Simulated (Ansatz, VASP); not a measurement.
## One calculation of CdSe, two programs

```
Cd Se
1.0
     0.00000    3.15106    3.15106
     3.15106    0.00000    3.15106
     3.15106    3.15106    0.00000
Cd Se
1 1
Direct
  0.00000 0.00000 0.00000
  0.75000 0.75000 0.75000
```

Alike in both runs: functional PBE; k mesh 6 × 6 × 6; no spin polarisation.

Ansatz relaxed the structure, and its values are those at the end. VASP's run is a single point on that final structure, the one shown.

|  | VASP | Ansatz |
| --- | --- | --- |
| version | VASP 6.6.1 | Ansatz 0.2.0 |
| potentials or method | VASP PAW PBE potentials, release 64 (Cd, Se) | plane waves, PAW |
| plane-wave cutoff (eV) | 520 | 420 |
| occupations | fermi-dirac, width 0.1 eV | fermi-dirac |
| valence electrons in the cell | 18 | 36 |

Ansatz gave:

| Quantity | Value |
| --- | --- |
| pressure (GPa) | -2.0 |

Question: Which values does VASP return?

Answer: Pressure (GPa): -1.8.

The two sets of potentials don't hold the same shells in valence.
